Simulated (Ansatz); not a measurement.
# EuS: the cost of one run

Computed with Ansatz 0.2.0 (DFT PBE+U, scalar-relativistic, plane waves, PAW, unless a step's input says otherwise).

The COD entry's cell or inner coordinates are ideal or old and differ from later refinements, so a difference from it is no clean test against experiment.

### Step 1. The system as given

Symmetry: Fm-3m, No. 225, cubic system. Conventional cell: a = 5.957 Å, b = 5.957 Å, c = 5.957 Å, α = 90.00°, β = 90.00°, γ = 90.00°. Around Eu (site symmetry m-3m) lie 6 S at 2.98 Å. Around S (site symmetry m-3m) lie 6 Eu at 2.98 Å.

As a file:

```
CELL_PARAMETERS angstrom
0.00000 2.97850 2.97850
2.97850 0.00000 2.97850
2.97850 2.97850 0.00000
ATOMIC_POSITIONS crystal
Eu 0.00000 0.00000 0.00000
S 0.50000 0.50000 0.50000
```

The structure rests on an entry of the Crystallography Open Database; cell or positions may have been set otherwise for this series.

### Step 2. Single point: EuS, moments +

input.yaml

```yaml
crystal:
  lattice:
    - [0.0, 2.9785, 2.9785]
    - [2.9785, 0.0, 2.9785]
    - [2.9785, 2.9785, 0.0]
  atoms:
    - { symbol: Eu, position: [0.0, 0.0, 0.0], spin: 7.0 }
    - { symbol: S, position: [0.5, 0.5, 0.5] }
magnetization:
  spin_polarized: true
scf:
  occupations: { method: gaussian, width: 0.02 }
output:
  eigenvalues: true
  populations: true
  write_density: true
  write_potential: true
  elf: true
  volumetric_format: npy
hamiltonian:
  hubbard: { sites: [{ species: Eu, l: f, u_eff: 5.0 }] }
  xc: pbe
kpoints:
  mp_grid: { grid: [10, 10, 10] }
```

The run is started by

```sh
> ansatz run input.yaml --threads 2 --pin off --max-ram 6144MiB --backend cpu --events-out ev --progress --plain --runs-dir out
```

**Question.** How long does this run take on 2 threads of Intel Xeon 6975P-C (Granite Rapids), shared host, and how much memory does it need?

About 5.7 s, with a peak of 0.51 GiB.
